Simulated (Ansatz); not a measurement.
## Hf: band structure with LDA

The system is Hf.

```
Hf
1.0
     0.00000    2.22000    2.22000
     2.22000    0.00000    2.22000
     2.22000    2.22000    0.00000
Hf
1
Direct
  0.00000 0.00000 0.00000
```

This isn't the form of Hf at room conditions, which is hcp.

* Program: Ansatz 0.2.0
* Task: band structure
* Functional: LDA
* Potentials or basis: Ansatz PAW
* Cutoff: 420 eV (not typed: the program's choice for these potentials)
* k mesh: 10 × 10 × 10
* Occupations: fermi-dirac, width 0.05 eV
* Spin: no spin polarisation
* Path: [["G", "X", "W", "K", "G", "L", "U", "W", "L", "K"], ["U", "X"]]
* Points for each segment of the path: 14

```yaml
Pressure: -5.7 GPa
Band_gap_on_the_k_mesh: none (metal or under the smearing width)
```

Levels at the corners of the path, in eV from the Fermi level:
```csv
point,band 10,band 11,band 12,band 13,band 14,band 15,band 16,band 17
Γ,-11.58,-11.58,-7.26,1.32,1.32,1.32,4.15,4.15
X,-11.62,-11.60,-3.37,-2.24,2.73,6.34,7.00,7.00
W,-11.62,-11.60,-1.85,-0.40,-0.40,2.46,7.02,9.14
K,-11.61,-11.60,-2.32,-1.47,0.91,3.98,5.98,6.74
Γ,-11.58,-11.58,-7.26,1.32,1.32,1.32,4.15,4.15
L,-11.61,-11.58,-3.72,0.76,1.09,1.09,6.35,6.35
U,-11.61,-11.60,-2.32,-1.47,0.91,3.98,5.98,6.74
W,-11.62,-11.60,-1.85,-0.40,-0.40,2.46,7.02,9.14
L,-11.61,-11.58,-3.72,0.76,1.09,1.09,6.35,6.35
K,-11.61,-11.60,-2.32,-1.47,0.91,3.98,5.98,6.74
U,-11.61,-11.60,-2.32,-1.47,0.91,3.98,5.98,6.74
X,-11.62,-11.60,-3.37,-2.24,2.73,6.34,7.00,7.00
```

Wall time 1.3 s on 2 threads of Arm Neoverse V2, with other jobs on the host, peak memory 0.27 GiB.

Caveat: spin-orbit coupling is left out, which moves the levels of the heavy elements; the PAW data sets come from PBE, with cores solved anew for the run's functional, which leaves a small shift of forces and pressure.
